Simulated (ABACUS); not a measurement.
I under changes of volume

One of the cells (44.806 Å³/atom); the others are scaled copies at fixed shape and fractional positions:

```
CELL_PARAMETERS angstrom
2.53835 -3.70662 0.00000
2.53835 3.70662 0.00000
-1.62087 0.00000 2.38110
ATOMIC_POSITIONS crystal
I 0.50000 0.50000 0.50000
```

* Program: ABACUS 3.10.1
* Functional: PBE
* Potentials or basis: PseudoDojo NC SR 0.4.1 PBE standard
* Cutoff: 966 eV
* Density cutoff: 3864 eV
* Basis: plane waves
* k mesh: 7 × 7 × 11
* Occupations: fermi-dirac, width 0.05 eV
* Spin: no spin polarisation

```tsv
volume (Å³/atom)	energy over the lowest point (meV/atom)	pressure (GPa)
42.118	41.20	3.0
43.014	26.77	2.3
43.910	15.85	1.7
44.806	8.05	1.2
45.702	3.02	0.7
46.598	?	?
47.494	0.00	0.0
```

Problem. What does the run at 46.598 Å³/atom give?

Solution. Energy over the lowest point 0.43 meV/atom; pressure 0.3 GPa.

Worked out: A Birch-Murnaghan fit of order 3 (a polynomial in V^(-2/3)) to the other rows has its minimum at 47.23 Å³/atom with B0 = V·E''(V) = 18.7 GPa and B' = 5.4 at fixed shape and positions, which overstates the stiffness. It gives 0.43 meV/atom at 46.598 Å³/atom, against the run's 0.43, and -dE/dV = 0.3 GPa, against 0.3.

Energies are extrapolated to zero smearing.

Caveats: an odd number of electrons without spin polarisation forces a metal; a magnetic or distorted state may lie lower.
